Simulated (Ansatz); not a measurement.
Runs of Ansatz 0.2.0 on P. The structure is orthorhombic, space group Imma (No. 74). The conventional cell has a = 3.383 Å, b = 5.030 Å, c = 3.718 Å, α = 90.00°, β = 90.00°, γ = 90.00°. P (site symmetry mm2) is surrounded by 4 P at 2.24 to 2.55 Å. This isn't the form of P at room conditions, which is orthorhombic.

```csv
level,gap on the mesh (eV),pressure (GPa),relaxed volume (Å³/atom)
PBE+D4,none,0.0,14.22
PBE+D3(BJ)-ATM,none,0.0,14.86
PBE+D3(BJ),none,0.0,14.17
PBE,none,0.0,(a)
```

Alike in all rows: task relaxation of cell and atoms; potentials or basis Ansatz PAW; no spin polarisation; cell relaxed; k mesh 11 × 11 × 11; cutoff (eV) 420; smearing fermi-dirac 0.05 eV.

Q: Fill in the values left out.

A: (a) 16.00.

Caveats: the plane-wave basis is chosen anew once the cell has moved, so the energies of steps on either side of that aren't comparable; pairwise dispersion overbinds metals, which lowers pressure and volume (some runs).

A gap of «none» marks a metal or a gap under the smearing width.
